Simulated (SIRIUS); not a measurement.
# ZnSe (Stilleite) (F-43m) in SIRIUS: further runs, part 2 of 2

SIRIUS 7.12.0.

**4. Band structure, PBE**

sirius.json

```json
{
  "control": {
    "processing_unit": "cpu",
    "std_evp_solver_name": "lapack",
    "gen_evp_solver_name": "lapack",
    "verbosity": 2,
    "print_forces": true,
    "ortho_rf": true,
    "use_second_variation": true,
    "rmt_max": 3.0,
    "num_bands_to_print": 24,
    "save_wf": true
  },
  "parameters": {
    "electronic_structure_method": "full_potential_lapwlo",
    "xc_functionals": ["XC_GGA_X_PBE", "XC_GGA_C_PBE"],
    "core_relativity": "dirac",
    "valence_relativity": "koelling_harmon",
    "num_fv_states": 28,
    "smearing": "fermi_dirac",
    "smearing_width": 0.0018374661,
    "pw_cutoff": 20,
    "gk_cutoff": 3.68,
    "lmax_apw": 10,
    "lmax_rho": 8,
    "lmax_pot": 8,
    "num_mag_dims": 0,
    "auto_rmt": 0,
    "ngridk": [8, 8, 8],
    "shiftk": [0, 0, 0],
    "num_dft_iter": 80,
    "energy_tol": 1e-07,
    "density_tol": 1e-05,
    "use_symmetry": true
  },
  "settings": {"tol_ne": 1e-10},
  "iterative_solver": {"type": "exact"},
  "mixer": {"type": "anderson", "beta": 0.5, "max_history": 8},
  "unit_cell": {
    "lattice_vectors": [[0.0, 5.355105892, 5.355105892], [5.355105892, 0.0, 5.355105892], [5.355105892, 5.355105892, 0.0]],
    "atom_types": ["Se", "Zn"],
    "atom_files": {"Se": "Se.json", "Zn": "Zn.json"},
    "atoms": {"Se": [[0.75, 0.75, 0.75]], "Zn": [[0.0, 0.0, 0.0]]}
  }
}
```

Se.json

```json
{
  "name": "selenium",
  "symbol": "Se",
  "number": 34,
  "mass": 78.96,
  "rmin": 1e-06,
  "rmt": 2.28,
  "nrmt": 800,
  "rinf": 13.6,
  "core": "1s2s2p3s",
  "valence": [
    {"basis": [{"enu": -0.07, "dme": 0, "n": 0, "auto": 0}, {"enu": -0.07, "dme": 1, "n": 0, "auto": 0}]},
    {"l": 0, "n": 1, "basis": [{"enu": -0.1183, "dme": 0, "n": 0, "auto": 0}]},
    {"l": 1, "n": 2, "basis": [{"enu": 0.03, "dme": 0, "n": 0, "auto": 0}]},
    {"l": 2, "n": 3, "basis": [{"enu": 0.03, "dme": 0, "n": 0, "auto": 0}]},
    {"l": 3, "n": 4, "basis": [{"enu": 0.03, "dme": 0, "n": 0, "auto": 0}]}
  ],
  "lo": [
    {
      "l": 0,
      "basis": [{"enu": -0.1183, "dme": 0, "n": 0, "auto": 0}, {"enu": -0.1183, "dme": 1, "n": 0, "auto": 0}]
    },
    {
      "l": 0,
      "basis": [{"enu": -0.1183, "dme": 1, "n": 0, "auto": 0}, {"enu": -0.1183, "dme": 2, "n": 0, "auto": 0}]
    },
    {
      "l": 0,
      "basis": [{"enu": -0.1183, "dme": 0, "n": 0, "auto": 0}, {"enu": 2.1901, "dme": 0, "n": 0, "auto": 0}]
    },
    {"l": 1, "basis": [{"enu": 0.03, "dme": 0, "n": 0, "auto": 0}, {"enu": 0.03, "dme": 1, "n": 0, "auto": 0}]},
    {
      "l": 1,
      "basis": [{"enu": -5.3306, "dme": 0, "n": 3, "auto": 1}, {"enu": -5.3306, "dme": 1, "n": 3, "auto": 1}]
    },
    {
      "l": 1,
      "basis": [{"enu": -5.3306, "dme": 1, "n": 3, "auto": 1}, {"enu": 0.03, "dme": 0, "n": 0, "auto": 0}]
    },
    {"l": 1, "basis": [{"enu": 0.03, "dme": 0, "n": 0, "auto": 0}, {"enu": 3.5696, "dme": 0, "n": 0, "auto": 0}]},
    {"l": 2, "basis": [{"enu": 0.03, "dme": 0, "n": 0, "auto": 0}, {"enu": 0.03, "dme": 1, "n": 0, "auto": 0}]},
    {
      "l": 2,
      "basis": [{"enu": -1.6895, "dme": 0, "n": 3, "auto": 1}, {"enu": -1.6895, "dme": 1, "n": 3, "auto": 1}]
    },
    {
      "l": 2,
      "basis": [{"enu": -1.6895, "dme": 1, "n": 3, "auto": 1}, {"enu": 0.03, "dme": 0, "n": 0, "auto": 0}]
    },
    {"l": 2, "basis": [{"enu": 0.03, "dme": 0, "n": 0, "auto": 0}, {"enu": 4.0312, "dme": 0, "n": 0, "auto": 0}]},
    {"l": 3, "basis": [{"enu": 0.03, "dme": 0, "n": 0, "auto": 0}, {"enu": 0.03, "dme": 1, "n": 0, "auto": 0}]},
    {"l": 3, "basis": [{"enu": 0.03, "dme": 0, "n": 0, "auto": 0}, {"enu": 3.3772, "dme": 0, "n": 0, "auto": 0}]}
  ],
  "free_atom": [... radial grid and density of the free atom, the start of the SCF ...]
}
```

Zn.json

```json
{
  "name": "zinc",
  "symbol": "Zn",
  "number": 30,
  "mass": 65.38,
  "rmin": 1e-06,
  "rmt": 2.28,
  "nrmt": 800,
  "rinf": 14.28,
  "core": "1s2s2p",
  "valence": [
    {"basis": [{"enu": -0.07, "dme": 0, "n": 0, "auto": 0}, {"enu": -0.07, "dme": 1, "n": 0, "auto": 0}]},
    {"l": 0, "n": 1, "basis": [{"enu": 0.03, "dme": 0, "n": 0, "auto": 0}]},
    {"l": 1, "n": 2, "basis": [{"enu": 0.03, "dme": 0, "n": 0, "auto": 0}]},
    {"l": 2, "n": 3, "basis": [{"enu": 0.002, "dme": 0, "n": 0, "auto": 0}]},
    {"l": 3, "n": 4, "basis": [{"enu": 0.03, "dme": 0, "n": 0, "auto": 0}]}
  ],
  "lo": [
    {"l": 0, "basis": [{"enu": 0.03, "dme": 0, "n": 0, "auto": 0}, {"enu": 0.03, "dme": 1, "n": 0, "auto": 0}]},
    {
      "l": 0,
      "basis": [{"enu": -4.4569, "dme": 0, "n": 3, "auto": 1}, {"enu": -4.4569, "dme": 1, "n": 3, "auto": 1}]
    },
    {
      "l": 0,
      "basis": [{"enu": -4.4569, "dme": 1, "n": 3, "auto": 1}, {"enu": 0.03, "dme": 0, "n": 0, "auto": 0}]
    },
    {"l": 0, "basis": [{"enu": 0.03, "dme": 0, "n": 0, "auto": 0}, {"enu": 3.1079, "dme": 0, "n": 0, "auto": 0}]},
    {"l": 1, "basis": [{"enu": 0.03, "dme": 0, "n": 0, "auto": 0}, {"enu": 0.03, "dme": 1, "n": 0, "auto": 0}]},
    {
      "l": 1,
      "basis": [{"enu": -2.7979, "dme": 0, "n": 3, "auto": 1}, {"enu": -2.7979, "dme": 1, "n": 3, "auto": 1}]
    },
    {
      "l": 1,
      "basis": [{"enu": -2.7979, "dme": 1, "n": 3, "auto": 1}, {"enu": 0.03, "dme": 0, "n": 0, "auto": 0}]
    },
    {"l": 1, "basis": [{"enu": 0.03, "dme": 0, "n": 0, "auto": 0}, {"enu": 3.5696, "dme": 0, "n": 0, "auto": 0}]},
    {"l": 2, "basis": [{"enu": 0.002, "dme": 0, "n": 0, "auto": 0}, {"enu": 0.002, "dme": 1, "n": 0, "auto": 0}]},
    {"l": 2, "basis": [{"enu": 0.002, "dme": 1, "n": 0, "auto": 0}, {"enu": 0.002, "dme": 2, "n": 0, "auto": 0}]},
    {
      "l": 2,
      "basis": [{"enu": 0.002, "dme": 0, "n": 0, "auto": 0}, {"enu": 3.0029, "dme": 0, "n": 0, "auto": 0}]
    },
    {"l": 3, "basis": [{"enu": 0.03, "dme": 0, "n": 0, "auto": 0}, {"enu": 0.03, "dme": 1, "n": 0, "auto": 0}]},
    {"l": 3, "basis": [{"enu": 0.03, "dme": 0, "n": 0, "auto": 0}, {"enu": 3.3772, "dme": 0, "n": 0, "auto": 0}]}
  ],
  "free_atom": [... radial grid and density of the free atom, the start of the SCF ...]
}
```

sirius_start.json

```json
{
  "control": {
    "processing_unit": "cpu",
    "std_evp_solver_name": "lapack",
    "gen_evp_solver_name": "lapack",
    "verbosity": 1,
    "print_forces": false,
    "ortho_rf": true,
    "use_second_variation": true,
    "rmt_max": 3.0,
    "num_bands_to_print": 24,
    "save_wf": false
  },
  "parameters": {
    "electronic_structure_method": "full_potential_lapwlo",
    "xc_functionals": ["XC_LDA_X", "XC_LDA_C_PW"],
    "core_relativity": "dirac",
    "valence_relativity": "koelling_harmon",
    "num_fv_states": 28,
    "smearing": "fermi_dirac",
    "smearing_width": 0.0055123983,
    "pw_cutoff": 20,
    "gk_cutoff": 2.95,
    "lmax_apw": 10,
    "lmax_rho": 8,
    "lmax_pot": 8,
    "num_mag_dims": 0,
    "auto_rmt": 0,
    "ngridk": [3, 3, 3],
    "shiftk": [0, 0, 0],
    "num_dft_iter": 30,
    "energy_tol": 0.01,
    "density_tol": 0.05,
    "use_symmetry": true
  },
  "settings": {"tol_ne": 1e-10},
  "iterative_solver": {"type": "exact"},
  "mixer": {"type": "anderson", "beta": 0.5, "max_history": 8},
  "unit_cell": {
    "lattice_vectors": [[0.0, 5.355105892, 5.355105892], [5.355105892, 0.0, 5.355105892], [5.355105892, 5.355105892, 0.0]],
    "atom_types": ["Se", "Zn"],
    "atom_files": {"Se": "Se.json", "Zn": "Zn.json"},
    "atoms": {"Se": [[0.75, 0.75, 0.75]], "Zn": [[0.0, 0.0, 0.0]]}
  }
}
```

sirius_bands.json

```json
{
  "control": {
    "processing_unit": "cpu",
    "std_evp_solver_name": "lapack",
    "gen_evp_solver_name": "lapack",
    "verbosity": 2,
    "print_forces": true,
    "ortho_rf": true,
    "use_second_variation": true,
    "rmt_max": 3.0,
    "num_bands_to_print": 24,
    "save_wf": true
  },
  "parameters": {
    "electronic_structure_method": "full_potential_lapwlo",
    "xc_functionals": ["XC_GGA_X_PBE", "XC_GGA_C_PBE"],
    "core_relativity": "dirac",
    "valence_relativity": "koelling_harmon",
    "num_fv_states": 28,
    "smearing": "fermi_dirac",
    "smearing_width": 0.0018374661,
    "pw_cutoff": 20,
    "gk_cutoff": 3.68,
    "lmax_apw": 10,
    "lmax_rho": 8,
    "lmax_pot": 8,
    "num_mag_dims": 0,
    "auto_rmt": 0,
    "ngridk": [8, 8, 8],
    "shiftk": [0, 0, 0],
    "num_dft_iter": 80,
    "energy_tol": 1e-07,
    "density_tol": 1e-05,
    "use_symmetry": true
  },
  "settings": {"tol_ne": 1e-10},
  "iterative_solver": {"type": "exact"},
  "mixer": {"type": "anderson", "beta": 0.5, "max_history": 8},
  "unit_cell": {
    "lattice_vectors": [[0.0, 5.355105892, 5.355105892], [5.355105892, 0.0, 5.355105892], [5.355105892, 5.355105892, 0.0]],
    "atom_types": ["Se", "Zn"],
    "atom_files": {"Se": "Se.json", "Zn": "Zn.json"},
    "atoms": {"Se": [[0.75, 0.75, 0.75]], "Zn": [[0.0, 0.0, 0.0]]}
  },
  "kpoints_rel": {
    "G": [0.0, 0.0, 0.0],
    "K": [0.375, 0.375, 0.75],
    "L": [0.5, 0.5, 0.5],
    "U": [0.625, 0.25, 0.625],
    "W": [0.5, 0.25, 0.75],
    "X": [0.5, 0.0, 0.5]
  },
  "kpoints_path": ["G", "X", "W", "K", "G", "L", "U", "W", "L", "K"]
}
```

Potentials or basis: all-electron FP-LAPW (Koelling-Harmon valence), apw+lo standard.

Launch:

```
OMP_NUM_THREADS=1 sirius.scf --input=sirius_start.json --output=start.json
OMP_NUM_THREADS=1 sirius.scf --input=sirius.json --output=output.json --task=1
OMP_NUM_THREADS=1 sirius.scf --input=sirius_bands.json --output=bands_out.json --task=2
```

Wall time 70 s (1 thread of Arm Neoverse V1, shared host); peak memory 0.46 GiB.

The run converged. Its results:

- Free energy: -115006.9057 eV
- Band gap on the k mesh: 1.29 eV, direct
- Band gap along the path: 1.29 eV, direct
- All electrons inside the program's atomic spheres: Se 32.22; Zn 28.70 (radii Se 2.28, Zn 2.28 bohr)

Levels at the corners of the path, in eV from the valence-band top:
| point | band 17 | band 18 | band 19 | band 20 | band 21 | band 22 | band 23 | band 24 | band 25 | band 26 |
| --- | --- | --- | --- | --- | --- | --- | --- | --- | --- | --- |
| Γ | -6.16 | -6.16 | 0.00 | 0.00 | 0.00 | 1.29 | 5.80 | 5.80 | 5.80 | 9.94 |
| X | -6.12 | -5.98 | -4.75 | -2.19 | -2.19 | 2.99 | 3.46 | 10.73 | 11.25 | 11.25 |
| W | -6.19 | -5.87 | -4.69 | -2.76 | -2.66 | 5.48 | 5.55 | 6.97 | 7.72 | 11.71 |
| K | -6.14 | -5.90 | -4.72 | -3.08 | -1.79 | 3.59 | 5.60 | 9.05 | 9.27 | 9.56 |
| Γ | -6.16 | -6.16 | 0.00 | 0.00 | 0.00 | 1.29 | 5.80 | 5.80 | 5.80 | 9.94 |
| L | -6.15 | -6.01 | -5.23 | -0.87 | -0.87 | 2.54 | 6.39 | 6.39 | 8.57 | 10.97 |
| U | -6.14 | -5.90 | -4.72 | -3.08 | -1.79 | 3.59 | 5.60 | 9.05 | 9.27 | 9.56 |
| W | -6.19 | -5.87 | -4.69 | -2.76 | -2.66 | 5.48 | 5.55 | 6.97 | 7.72 | 11.71 |
| L | -6.15 | -6.01 | -5.23 | -0.87 | -0.87 | 2.54 | 6.39 | 6.39 | 8.57 | 10.97 |
| K | -6.14 | -5.90 | -4.72 | -3.08 | -1.79 | 3.59 | 5.60 | 9.05 | 9.27 | 9.56 |

**5. The runs side by side**

```csv
potentials or basis,valence relativity,core relativity,gap on the mesh (eV)
"all-electron FP-LAPW (no relativity for the valence, core without relativity), apw+lo standard",none,none,1.85
"all-electron FP-LAPW (ZORA valence), apw+lo standard",zora,dirac,1.29
"all-electron FP-LAPW (Koelling-Harmon valence), apw+lo standard",koelling_harmon,dirac,1.29
```

Alike in all rows: task band structure; level PBE; no spin polarisation; cell as given; k mesh 8 × 8 × 8; cutoff (eV) 184; smearing fermi-dirac 0.05 eV.

Caveats: relativity is left out for the valence states, which matters for the heavier elements (some runs); relativity is left out for the core states (some runs).

Compare energies only between runs with the same functional and basis.

**6. Comparison with measurements**

Step 2. A measured gap of ZnSe is 2.695 eV (an exciton energy, a little under the gap; 300 K; “Alloy Disordering Effects on the Thermal Conductivity and Energy Gap Temperature Dependence of Cd1−xZnxSe Ternary Crystals Grown by the Bridgman Method”, 2023, pmc:10253836); the calculated 1.85 eV misses it by -0.84 eV. Spin-orbit coupling on Se is left out. The value is that of PBE, without temperature or zero-point motion. Semilocal functionals fall short of measured gaps as a rule.

Step 3. Measured gap of ZnSe: 2.695 eV (an exciton energy, a little under the gap; 300 K; “Alloy Disordering Effects on the Thermal Conductivity and Energy Gap Temperature Dependence of Cd1−xZnxSe Ternary Crystals Grown by the Bridgman Method”, 2023, pmc:10253836). This calculation gives 1.29 eV (-1.41 eV). So large a miss can be the level of theory's own, or it may mean another phase, state or a wrong row. Spin-orbit coupling on Se is left out. The value is that of PBE, without temperature or zero-point motion. Semilocal functionals fall short of measured gaps as a rule.

Step 4. Measured gap of ZnSe: 2.695 eV (an exciton energy, a little under the gap; 300 K; “Alloy Disordering Effects on the Thermal Conductivity and Energy Gap Temperature Dependence of Cd1−xZnxSe Ternary Crystals Grown by the Bridgman Method”, 2023, pmc:10253836). This calculation gives 1.29 eV (-1.41 eV). So large a miss can be the level of theory's own, or it may mean another phase, state or a wrong row. Spin-orbit coupling on Se is left out. The value is that of PBE, without temperature or zero-point motion. Semilocal functionals fall short of measured gaps as a rule.
